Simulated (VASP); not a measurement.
VASP 6.6.1 run: SiC

INCAR

```
LCHARG = .FALSE.
PREC = Accurate
SIGMA = 0.02
NELECT = 15.9
IBRION = -1
LREAL = .FALSE.
NSW = 0
GGA = PS
NBANDS = 16
ISMEAR = -1
ISIF = 2
NELM = 120
ENCUT = 250
LWAVE = .FALSE.
LASPH = .TRUE.
EDIFF = 1E-7
```

KPOINTS

```
KPOINTS created by Atomic Simulation Environment
0
Gamma
8 8 4
0 0 0
```

POSCAR

```
Si C
 1.0000000000000000
     3.1335999999999999    0.0118000000000000   -0.0268000000000000
    -1.5566000000000000    2.7038000000000002   -0.0063000000000000
    -0.0440000000000000   -0.0373000000000000    5.0404999999999998
 Si  C
   2   2
Cartesian
 -0.0292031600000001  1.8083137700000003  4.9892162300000003
  1.5147326000000001  0.8643952300000000  2.5183969699999995
 -0.0392149000000001  1.8206314000000001  1.8781099899999998
  1.5406180400000000  0.8833135100000000  4.3767378499999996
```

The recommended PBE PAW datasets give the neutral cell 16 valence electrons.

Command

```
mpirun -np 1 vasp_std
```

Problem. Predict the outcome of this run.

Solution. It converged. Results: pressure -25.9 GPa; largest force 1.44 eV/Å.

OSZICAR

```
N       E                     dE             d eps       ncg     rms          rms(c)
DAV:   1     0.946112339960E+00    0.94611E+00   -0.41338E+03  4296   0.456E+02
DAV:   2    -0.339106396014E+02   -0.34857E+02   -0.32800E+02  6024   0.113E+02
DAV:   3    -0.351162857696E+02   -0.12056E+01   -0.12011E+01  5096   0.194E+01
DAV:   4    -0.351226656673E+02   -0.63799E-02   -0.63788E-02  5608   0.167E+00
DAV:   5    -0.351227198812E+02   -0.54214E-04   -0.54213E-04  5064   0.140E-01    0.120E+01
DAV:   6    -0.326148821735E+02    0.25078E+01   -0.37000E+00  5392   0.115E+01    0.582E+00
DAV:   7    -0.324741204054E+02    0.14076E+00   -0.76047E-01  6000   0.490E+00    0.211E+00
DAV:   8    -0.324472157401E+02    0.26905E-01   -0.46130E-02  5048   0.124E+00    0.496E-01
DAV:   9    -0.324445739659E+02    0.26418E-02   -0.54596E-03  5440   0.493E-01    0.117E-01
DAV:  10    -0.324446832385E+02   -0.10927E-03   -0.44240E-04  4952   0.125E-01    0.481E-02
DAV:  11    -0.324446947493E+02   -0.11511E-04   -0.20877E-05  5656   0.321E-02    0.108E-02
DAV:  12    -0.324446950809E+02   -0.33158E-06   -0.18818E-06  5560   0.948E-03    0.270E-03
DAV:  13    -0.324446951783E+02   -0.97355E-07   -0.59687E-07  5400   0.474E-03
   1 F= -.32444695E+02 E0= -.32444319E+02  d E =-.752712E-03
```

Standard output (part)

```
POSCAR found type information on POSCAR SiC
 POSCAR found :  2 types and       4 ions
 LDA part: xc-table for (Slater+PW92), standard interpolation
 POSCAR, INCAR and KPOINTS ok, starting setup
 WAVECAR not read
 entering main loop
 the old and the new charge density differ
    0.120E+01
```

The cell is charged and sits in a uniform background.

For comparison, a separate PBEsol run of the intended cell, on usual settings and not on those above, gives a gap of 2.16 eV on its mesh and a pressure of -6.2 GPa.
